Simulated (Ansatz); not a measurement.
## Sampling a charged cell: V_Mg in MgS (F-43m)

Aim: the (−1/−2) level of V_Mg in MgS (F-43m) as a function of the k-point sampling, with the cost of each choice. The model is a cell of 32 host atoms with 1 Mg taken out; the atoms are relaxed once and then held.

Calculated with Ansatz 0.2.0; plane-wave PAW DFT; relaxations with PBEsol, then single points with PBEsol, on supercells at fixed charge in a uniform background.

Report form: the programs' logs are mostly left out.

**1. The starting structure**

The cell holds 31 atoms: 15 Mg and 16 S. Cell: a = 9.789 Å, b = 9.789 Å, c = 9.789 Å, α = 109.5°, β = 109.5°, γ = 109.5°. It derives from MgS (space group F-43m). Nearest the centre at fractional (0.250, 0.500, 0.250): S22 at 2.45 Å, S17 at 2.45 Å, S26 at 2.45 Å, S23 at 2.45 Å, Mg3 at 4.00 Å, Mg4 at 4.00 Å, Mg6 at 4.00 Å, Mg9 at 4.00 Å. The cell carries charge −2.

Screening for the image-charge correction: ε∞ = 4.14, ε0 = 6.69, from a response run on this crystal (DFPT, PBEsol) at that run's own cell.

The cell's shortest repeat is 9.8 Å.

**2. Relaxing both charge states, PBEsol**

The study needs fixed structures, so each charge is relaxed once, at one point at (¼, ¼, ¼), from small random displacements that break the symmetry of the site.

Input file qm2.relax/input.yaml:

```yaml
crystal:
  lattice:
    - [-5.6515324, 5.6515324, -5.6515324]
    - [5.6515324, 5.6515324, 5.6515324]
    - [5.6515324, -5.6515324, -5.6515324]
  atoms:
    - { symbol: Mg, position: [0.0, 0.0, 0.0] }
    - { symbol: Mg, position: [0.0, 0.25, 0.75] }
    - { symbol: Mg, position: [0.0, 0.5, 0.5] }
    - { symbol: Mg, position: [0.0, 0.75, 0.25] }
    - { symbol: Mg, position: [0.25, 0.0, 0.75] }
    - { symbol: Mg, position: [0.25, 0.25, 0.5] }
    - { symbol: Mg, position: [0.25, 0.5, 0.25] }
    - { symbol: Mg, position: [0.25, 0.75, 0.0] }
[... 20 atom lines left out ...]
    - { symbol: S, position: [0.75, 0.0, 0.5] }
    - { symbol: S, position: [0.75, 0.25, 0.25] }
    - { symbol: S, position: [0.75, 0.5, 0.0] }
    - { symbol: S, position: [0.75, 0.75, 0.75] }
  supercell: [1, 1, 1]
  defects: [{ vacancy: 6 }]
total_charge: -2
basis:
  ecutwfc: 420
  xc_grid: 2
hamiltonian:
  xc: pbesol
kpoints:
  mp_grid: { grid: [1, 1, 1], shift: [0.25, 0.25, 0.25] }
scf:
  occupations: { method: fixed }
  max_iter: 100
output:
  forces: true
  charged_corrections:
    epsilon: 4.14
    static_epsilon: 6.69
    defect_position: [0.25, 0.5, 0.25]
relax:
  f_tol: 0.02
  max_steps: 60
  random_displacement: { amplitude: 0.05, seed: 6191 }
checkpoint:
  write: "../qm2.relax.run"
  compress: false
  write_wavefunctions: true
  write_every: 100000
```

Command:

```console
> ansatz run input.yaml --threads 4 --pin off --max-ram 9420MiB --backend cpu --events-out ev --progress --plain --runs-dir out
```

Elapsed: 17 s, on 4 threads of Intel Xeon Platinum 8259CL at 2.50GHz (Skylake/Cascade Lake), shared host; peak memory 1 GiB; 58 s of CPU time.

Relaxation path:

```csv
step,energy less that of the first step (eV),largest force component (eV/Å)
1,0.0000,0.7537
2,-0.4754,0.2334
3,-0.5342,0.0084
4,-0.5342,0.0084
```

The atoms that moved most (Å, from the sites as typed, ahead of the random displacement, the mean shift of all atoms taken out):

```csv
atom,dx,dy,dz,length
Mg2,0.043,-0.040,-0.043,0.072
Mg13,-0.041,0.041,-0.042,0.072
Mg15,-0.041,-0.042,0.042,0.072
Mg11,-0.040,-0.042,0.042,0.072
Mg7,0.041,-0.040,-0.042,0.071
Mg9,0.040,0.041,0.043,0.071
Mg3,-0.041,0.041,-0.042,0.071
Mg6,0.039,0.042,0.042,0.071
```

Final coordinates:

```xyz
31
Lattice="-5.6515 5.6515 -5.6515 5.6515 5.6515 5.6515 5.6515 -5.6515 -5.6515" Properties=species:S:1:pos:R:3 pbc="T T T"
Mg    0.0364    0.0397    0.0511
Mg    5.6901   -2.8653   -2.8586
Mg    5.6067    0.0413   -0.0315
Mg    5.6060    2.8656    2.7947
Mg    2.8226   -2.8251   -5.6398
Mg    2.8609    0.0420   -2.7740
Mg    2.8622    5.6114    2.7933
Mg   -0.0459   -0.0409   -5.6021
Mg    0.0360    2.8667   -2.7732
Mg    0.0355    5.6119   -0.0321
Mg    5.6076    2.7839   -2.7734
Mg   -2.8288    2.8265   -5.6423
Mg   -2.8715    5.6927   -2.8582
Mg    2.8206    2.8264   -5.6400
Mg    2.7807    5.6095   -2.7740
S     1.4093   -1.4200   -1.4021
S     1.4041    1.4082    1.4258
S     7.0621   -1.4134   -1.3967
S     7.0673    1.4134    1.4222
S    -1.4243    1.4135   -1.4010
S     4.2278   -1.4120   -4.2287
S     4.2384    1.4087   -1.4070
S     4.2402    4.2441    1.4281
S     1.4164   -1.4139   -7.0531
S     1.4081    1.4143   -4.2348
S     1.4034    4.2433   -1.4065
S     1.4096    7.0722    1.4205
S    -1.4173    1.4203   -7.0551
S    -1.4175    4.2324   -4.2299
S    -1.4203    7.0662   -1.3964
S     4.2340    4.2368   -4.2338
```

Neighbours of the ideal centre at the end:

| atom | distance (Å) |
| --- | --- |
| S22 | 2.446 |
| S26 | 2.452 |
| S23 | 2.460 |
| S17 | 2.462 |
| Mg11 | 3.928 |
| Mg6 | 3.930 |
| Mg15 | 3.930 |
| Mg9 | 3.934 |
| Mg8 | 3.935 |
| Mg3 | 3.935 |
| Mg4 | 3.942 |
| Mg1 | 3.943 |
| Mg10 | 3.943 |
| Mg13 | 3.944 |
| Mg7 | 3.945 |
| Mg2 | 3.946 |

| charge | moment set (μB) | steps | largest displacement (Å) | time |
| --- | --- | --- | --- | --- |
| −2 | 0 | 4 | 0.07 | 17 s |
| −1 | 1 | 7 | 0.07 | 1.7 min |

The relaxation ends 17 meV an atom lower than the displaced start, with a largest force component of 0.0084 eV/Å.

**3. First setting: the zone centre alone**

The defect state overlaps with its images and forms a narrow band, so the k-points decide which part of that band enters the energy. A point off the zone centre usually averages it better, but needs complex orbitals and more time.

Input file qm2.kg/input.yaml:

```yaml
crystal:
  checkpoint: "../qm2.relax.run"
  host: checkpoint
total_charge: -2
basis:
  ecutwfc: 420
  xc_grid: 2
hamiltonian:
  xc: pbesol
kpoints:
  mp_grid: { grid: [1, 1, 1] }
scf:
  occupations: { method: fixed }
  max_iter: 100
output:
  forces: true
  charged_corrections:
    epsilon: 4.14
    static_epsilon: 6.69
    defect_position: [0.25, 0.5, 0.25]
  eigenvalues: true
checkpoint:
  read: "../qm2.relax.run"
  write: "../qm2.kg.run"
  compress: false
  write_wavefunctions: false
  write_every: 100000
```

The job ended after 4.2 s (4 threads; peak memory 0.8 GiB).

Both charges and the host at this setting go to place-levels, which corrects for the image charge and aligns the potentials.

Input file levels.kg.yaml:

```yaml
host:
  run: host.kg.run
  levels_from: { run: edges.kg.run }
states: [qm2.kg.run, qm1_M1.kg.run]
geometry_from:
  qm2.kg.run: qm2.relax.run
  qm1_M1.kg.run: qm1_M1.relax.run
chemical_potentials:
  Mg:
    energy: -1912.053531
    dataset: "<sha256 of the dataset>"
```

Command:

```console
> ansatz place-levels levels.kg.yaml -- --threads 4 --pin off --max-ram 9420MiB
```

It took 0.2 s on 4 threads.

At this setting the gap is 3.320 eV and (−1/−2) lies 1.682 eV above the valence top.

**4. The other settings**

In the defect's inputs only the studied keys change. One input of each further setting:

qm2.kq/input.yaml, as its differences from qm2.kg/input.yaml of step 3:

```diff
@@ -10,3 +10,3 @@
 kpoints:
-  mp_grid: { grid: [1, 1, 1] }
+  mp_grid: { grid: [1, 1, 1], shift: [0.25, 0.25, 0.25] }
 scf:
@@ -23,3 +23,3 @@
   read: "../qm2.relax.run"
-  write: "../qm2.kg.run"
+  write: "../qm2.kq.run"
   compress: false
```

qm2.km0/input.yaml, as its differences from qm2.kq/input.yaml of step 4:

```diff
@@ -10,3 +10,3 @@
 kpoints:
-  mp_grid: { grid: [1, 1, 1], shift: [0.25, 0.25, 0.25] }
+  mp_grid: { grid: [2, 2, 2] }
 scf:
@@ -23,3 +23,3 @@
   read: "../qm2.relax.run"
-  write: "../qm2.kq.run"
+  write: "../qm2.km0.run"
   compress: false
```

qm2.kms/input.yaml, as its differences from qm2.km0/input.yaml of step 4:

```diff
@@ -10,3 +10,3 @@
 kpoints:
-  mp_grid: { grid: [2, 2, 2] }
+  mp_grid: { grid: [2, 2, 2], shift: [0.5, 0.5, 0.5] }
 scf:
@@ -23,3 +23,3 @@
   read: "../qm2.relax.run"
-  write: "../qm2.km0.run"
+  write: "../qm2.kms.run"
   compress: false
```

qm2.km3/input.yaml, as its differences from qm2.kms/input.yaml of step 4:

```diff
@@ -10,3 +10,3 @@
 kpoints:
-  mp_grid: { grid: [2, 2, 2], shift: [0.5, 0.5, 0.5] }
+  mp_grid: { grid: [3, 3, 3] }
 scf:
@@ -23,3 +23,3 @@
   read: "../qm2.relax.run"
-  write: "../qm2.kms.run"
+  write: "../qm2.km3.run"
   compress: false
```

qm2.km4/input.yaml, as its differences from qm2.km3/input.yaml of step 4:

```diff
@@ -10,3 +10,3 @@
 kpoints:
-  mp_grid: { grid: [3, 3, 3] }
+  mp_grid: { grid: [4, 4, 4], shift: [0.5, 0.5, 0.5] }
 scf:
@@ -23,3 +23,3 @@
   read: "../qm2.relax.run"
-  write: "../qm2.km3.run"
+  write: "../qm2.km4.run"
   compress: false
```

**5. Result against cost**

Times of the states on 4 threads of Intel Xeon Platinum 8259CL at 2.50GHz (Skylake/Cascade Lake), shared host; the host is run again at each setting:

| k-point sampling | gap (eV) | (−1/−2) above the valence top (eV) | under the conduction bottom (eV) | level less that at a 4×4×4 shifted mesh (meV) | time, both charge states | time, host and placing | peak memory of a state (GiB) |
| --- | --- | --- | --- | --- | --- | --- | --- |
| the zone centre alone | 3.320 | 1.682 | 1.638 | 123 | 15 s | 7.9 s | 1.1 |
| one point at (¼, ¼, ¼) * | 3.320 | 1.591 | 1.729 | 32 | 13 s | 10 s | 1.5 |
| a 2×2×2 Γ-centred mesh | 3.320 | 1.572 | 1.748 | 13 | 73 s | 12 s | 3.0 |
| a 2×2×2 shifted mesh | 3.320 | 1.555 | 1.766 | -4 | 2.3 min | 14 s | 2.5 |
| a 3×3×3 Γ-centred mesh | 3.320 | 1.558 | 1.762 | -1 | 6.7 min | 23 s | 3.7 |
| a 4×4×4 shifted mesh | 3.320 | 1.559 | 1.761 | 0 | 16 min | 33 s | 5.6 |

* started from the relaxation's converged state in the same settings, so its time is no fair cost.

**6. Summary of results**

```json
{
  "(minus 1/minus 2) level, the zone centre alone": "1.68 eV",
  "(minus 1/minus 2) level, one point at (¼, ¼, ¼)": "1.59 eV",
  "(minus 1/minus 2) level, a 2×2×2 Γ-centred mesh": "1.57 eV",
  "(minus 1/minus 2) level, a 2×2×2 shifted mesh": "1.55 eV",
  "(minus 1/minus 2) level, a 3×3×3 Γ-centred mesh": "1.56 eV",
  "(minus 1/minus 2) level, a 4×4×4 shifted mesh": "1.56 eV"
}
```

**Reading.** Over the settings in the table the level spans 0.128 eV; a 2×2×2 Γ-centred mesh, a 2×2×2 shifted mesh and a 3×3×3 Γ-centred mesh lie within 0.02 eV of the reference (a 4×4×4 shifted mesh, 1.56 eV); a 2×2×2 Γ-centred mesh takes 8 % of its time for the two charge states. The largest miss of the level above the valence top is 123 meV, with the zone centre alone. In a reference run the bands overlap at the filling edge, so the reference itself is in doubt. Only the charges −2 and −1 were run, each from one start, so (−1/−2) need not be a change between stable states. With nearly degenerate levels at the filling edge in most or all rows, agreement between settings doesn't show that the state itself is settled. At a 2×2×2 Γ-centred mesh, a 2×2×2 shifted mesh, a 3×3×3 Γ-centred mesh and a 4×4×4 shifted mesh a state has next to no gap at its filling edge, or overlapping levels, which makes the level less certain. The band edges come from a separate dense run of the unit cell, so the gap column doesn't test the sampling. The program calls the alignment of potentials doubtful in this cell, and the corrections (0.70 and 2.02 eV for the two states) enter the level by their difference, 1.32 eV: its value is uncertain, though the differences between settings are less so. Limits: PBEsol makes the gap too small and tends to spread out bound carriers.

[Logs are printed without paths, hosts, clocks, repeated set-up lines and the standing remarks that a program may print on its own settings, such as how far it seeks lower states.]

[Hosts, paths, dates, database ids (printed as entryN), source tags and the programs' standing remarks are cut or masked in the printed files.]

[Where a table of states has a column of steps, it counts the stored structures, which are thinned; the runs took as many ionic steps or more.]

[For some hosts the program warned that the k-mesh of the response run may be too coarse for force constants and the static dielectric constant; such warnings are not shown here.]
